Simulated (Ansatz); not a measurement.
**Mo: response to strain**

Mo is deformed so: xy engineering shear strain of -3 %. What stress and forces result, by LAPW, PAW and all-electron datasets made for the crystal?

Program: Ansatz 0.2.0. Level of theory: DFT PBE, scalar-relativistic. These are calculated values, not measurements.

1 further run of the same task is left out (set aside as unsound or not needed).

## (1) The system as given

Symmetry: Im-3m, No. 229, cubic system. Conventional cell: a = 3.160 Å, b = 3.160 Å, c = 3.160 Å, α = 90.00°, β = 90.00°, γ = 90.00°. Mo (site symmetry m-3m) has 8 Mo at 2.74 Å as nearest neighbours.

Structure file:

```cif
data_structure
_symmetry_space_group_name_H-M 'P 1'
_symmetry_Int_Tables_number 1
_cell_length_a 2.7367
_cell_length_b 2.7367
_cell_length_c 2.7367
_cell_angle_alpha 109.471
_cell_angle_beta 109.471
_cell_angle_gamma 109.471
_cell_volume 15.78
loop_
_atom_site_label
_atom_site_type_symbol
_atom_site_fract_x
_atom_site_fract_y
_atom_site_fract_z
_atom_site_occupancy
Mo1 Mo 0.00000 0.00000 0.00000 1
```

## (2) After the deformation

Space group Im-3m before, Fmmm after.

## (3) Full-potential LAPW

input.yaml

```yaml
crystal:
  lattice:
    - [-1.6037172796, 1.6037172796, 1.5800170242]
    - [1.6037172796, -1.6037172796, 1.5800170242]
    - [1.5563167688, 1.5563167688, -1.5800170242]
  atoms:
    - { symbol: Mo, position: [0.0, 0.0, 0.0] }
kpoints:
  mp_grid: { grid: [16, 16, 16] }
scf:
  occupations: { method: fermi_dirac, width: 0.03 }
hamiltonian:
  xc: pbe
  pseudopotentials: { kind: all_electron, lapw: { basis_error: 0.0005 } }
output:
  forces: true
  stress: true
  eigenvalues: true
```

The program printed, shortened:

```text
LAPW: plane waves up to 8.481 Å⁻¹, error target 5.0e-4 eV per atom; small_component_spin mean_spin; Mo in spheres of 1.355 Å, 30 of its electrons in bands, Dirac shells []
[...]
Pseudopotentials: kind: all_electron
Pseudopotential: Mo, LAPW, valence charge 30, Koelling and Harmon's equation, gaussian nucleus
Functional definition: PBE
[...]
Crystal: 1 atoms, lattice volume = 15.774 Å³
Basis set: ecut = 274.0625562731902 eV, 167 PW (Γ), exchange–correlation at level 2
Bands: 19, of which v1, the nominal top of the filled ones, is band 15 counted from 1 (14 counted from 0)
Symmetry: 8 space group operations
Space group: Fmmm (ITA 69), of the structure as read, at distance tolerance 2.5e-5 Å
k-points: 621 of 4096
[...]
SCF iter   1: F=—  HF=-110178.462989 eV  |F-HF|=—  |Δ(HF+E_count)|=         —  Δρ=5.74e-2  dr2=3.15e-1  ethr=1.05e-3  ⟨swp⟩=2.2  Hψ=72199  notcnv=0
[...]
the basis was enlarged: its passes take 948.4 KiB over the memory plan, 1 of 1 planned eigensolver slots
[...]
SCF iter   7: F=-110177.848128 eV  HF=-110177.848128 eV  |F-HF|=2.97e-8  |Δ(HF+E_count)|=   1.11e-6  Δρ=2.57e-5  dr2=4.64e-8  ethr=2.46e-8  ⟨swp⟩=2.0  Hψ=34210  notcnv=0
[...]
SCF converged after 7 iterations
Free energy (F): -110177.848128 eV
[...]
E sigma→0 (E₀):  -110177.847390 eV
Entropy (-TS):   -0.001476 eV (-1.476 meV/atom)
Fermi energy:    23.202703 eV
[...]
--- Forces (eV/Å), atoms counted from 1 ---
  atom   1  Mo     0.00000000     0.00000000     0.00000000
[...]
--- Stress (GPa, compression-positive) ---
        0.118897       3.212915       0.000000
        3.212915       0.118897      -0.000000
        0.000000      -0.000000       0.254682
  P = ⅓ Tr σ = 0.1642 GPa (1.642 kbar)
--- Band table (eV; the first three rows and the last of 621) ---
  k-point 0: bands = ["-352.6777", "-352.6751", "-352.6728", "-194.5742", "-194.5739", "-194.5456", "-194.5450", "-194.5447", "-38.0711", "-11.3926", "-11.3476", "-11.3066", "16.0076", "21.6242", "21.8392", "22.1000", "24.8575", "24.8822", "37.6304"]
[...]
```

Wall time 60 s (1 thread, shared host).

In short: pressure 0.16 GPa; no gap.

## (4) PAW on the default files

Edit input.yaml of step 3 so:

```diff
@@ -13,3 +13,3 @@
   xc: pbe
-  pseudopotentials: { kind: all_electron, lapw: { basis_error: 0.0005 } }
+  pseudopotentials: { kind: paw }
 output:
@@ -18 +18,2 @@
   eigenvalues: true
+  efg: { contact_densities: true }
```

The program printed, shortened:

```text
Mo: output.efg is read without spin–orbit coupling, which moves field gradients at and beside such atoms by some per cent and up to a factor of two; PAW files take it under magnetization.noncollinear and magnetization.spin_orbit
[...]
Pseudopotentials: kind: paw
Pseudopotential: Mo, paw, valence charge 14, recommended cutoff 420 eV (normal)
Functional definition: PBE
[...]
Crystal: 1 atoms, lattice volume = 15.774 Å³
Basis set: ecut = 420 eV, 321 PW (Γ), exchange–correlation on 40×40×40 points (8 copies of the dense FFT grid, shifted against one another)
Bands: 11, of which v1, the nominal top of the filled ones, is band 7 counted from 1 (6 counted from 0)
Symmetry: 8 space group operations
Space group: Fmmm (ITA 69), of the structure as read, at distance tolerance 2.5e-5 Å
k-points: 621 of 4096
[...]
SCF converged after 6 iterations
Free energy (F): -4956.022433 eV
[...]
E sigma→0 (E₀):  -4956.021695 eV
Entropy (-TS):   -0.001475 eV (-1.475 meV/atom)
Fermi energy:    20.883181 eV
[...]
--- Forces (eV/Å), atoms counted from 1 ---
  atom   1  Mo     0.00000000    -0.00000000     0.00000000
[...]
--- Stress (GPa, compression-positive) ---
        0.132234       3.215210       0.000000
        3.215210       0.132234      -0.000000
        0.000000      -0.000000       0.267722
  P = ⅓ Tr σ = 0.1774 GPa (1.774 kbar)
--- PAW observables at the nuclei: V_zz in 10²¹ V/m², potentials from the cell's mean, atoms counted from 1 ---
  atom   1  Mo V_zz =    +0.358068   η = 0.8737   by run symmetry: allowed
            electrostatic potential = -6362.647703 V   contact ρ = 595276.468040 e/Å³
--- Band table (eV; the first three rows and the last of 621) ---
  k-point 0: bands = ["-40.3915", "-13.7137", "-13.6689", "-13.6282", "13.6873", "19.3024", "19.5175", "19.7783", "22.5346", "22.5593", "35.3129"]
[...]
```

It took 7.4 s on 1 thread, shared host.

In short: pressure 0.18 GPa; no gap; Vzz Mo 0.36 (η = 0.87) (10²¹ V/m²).

## (5) All-electron PAW on datasets made for the crystal

Edit input.yaml of step 4 so:

```diff
@@ -13,3 +13,3 @@
   xc: pbe
-  pseudopotentials: { kind: paw }
+  pseudopotentials: { kind: all_electron, datasets: crystal }
 output:
```

The program printed, shortened:

```text
[...]
Mo: output.efg is read without spin–orbit coupling, which moves field gradients at and beside such atoms by some per cent and up to a factor of two; PAW files take it under magnetization.noncollinear and magnetization.spin_orbit
[...]
Pseudopotentials: kind: all_electron
Pseudopotential: Mo, paw, valence charge 14, recommended cutoff 320 eV (normal), Koelling and Harmon's equation, gaussian nucleus
Functional definition: PBE
[...]
Crystal: 1 atoms, lattice volume = 15.774 Å³
Basis set: ecut = 320 eV, 201 PW (Γ), exchange–correlation on 36×36×32 points (8 copies of the dense FFT grid, shifted against one another)
Bands: 7, of which v1, the nominal top of the filled ones, is band 3 counted from 1 (2 counted from 0)
Symmetry: 8 space group operations
Space group: Fmmm (ITA 69), of the structure as read, at distance tolerance 2.5e-5 Å
k-points: 621 of 4096
[...]
Fermi energy:    23.202840 eV
[...]
  The terms above E_closure are by the made datasets' own strengths, without shells solved beside the bands.
--- Forces (eV/Å), atoms counted from 1 ---
  atom   1  Mo     0.00000000    -0.00000000     0.00000000
[...]
--- Stress (GPa, compression-positive) ---
        0.123109       3.213049       0.000000
        3.213049       0.123109      -0.000000
        0.000000      -0.000000       0.258553
  P = ⅓ Tr σ = 0.1683 GPa (1.683 kbar)
  It holds what live shells' own plane waves past their cutoff add
--- PAW observables at the nuclei: V_zz in 10²¹ V/m², potentials from the cell's mean, atoms counted from 1 ---
  atom   1  Mo V_zz =    +0.348025   η = 0.8730   by run symmetry: allowed
            electrostatic potential = -6362.740351 V   contact ρ = 595330.594813 e/Å³
--- Band table (eV; the first three rows and the last of 621) ---
  k-point 0: bands = ["16.0076", "21.6244", "21.8394", "22.1002", "24.8577", "24.8824"]
[...]
```

Wall time 21 s (1 thread, shared host).

Read from it: pressure 0.17 GPa; no gap; Vzz Mo 0.35 (η = 0.87) (10²¹ V/m²).

## (6) Stress and forces compared

Stress (GPa, compression positive):

| method | xx | yy | zz | yz | xz | xy |
| --- | --- | --- | --- | --- | --- | --- |
| LAPW | 0.12 | 0.12 | 0.25 | 0.00 | 0.00 | 3.21 |
| PAW | 0.13 | 0.13 | 0.27 | 0.00 | 0.00 | 3.22 |
| crystal datasets | 0.12 | 0.12 | 0.26 | 0.00 | 0.00 | 3.21 |

```
          method  pressure (GPa)  Vzz Mo (10²¹ V/m²)  SCF cycles, all passes   time
            LAPW            0.16                   –                       7   60 s
             PAW            0.18                0.36                       6  7.4 s
crystal datasets            0.17                0.35                       7   21 s
```

## (7) What came out

```
                                 quantity                                           value
                                 pressure  LAPW 0.16, PAW 0.18, crystal datasets 0.17 GPa
largest shear or deviatoric stress (LAPW)                                        3.21 GPa
```

The largest part of the stress beyond the pressure is 3.21 GPa in size, in the xy component. No run of the undeformed cell stands beside it, so the pressure holds what the given cell had before the change. PAW: stress within 0.01 GPa of LAPW. Crystal datasets: stress within 0.01 GPa of LAPW.
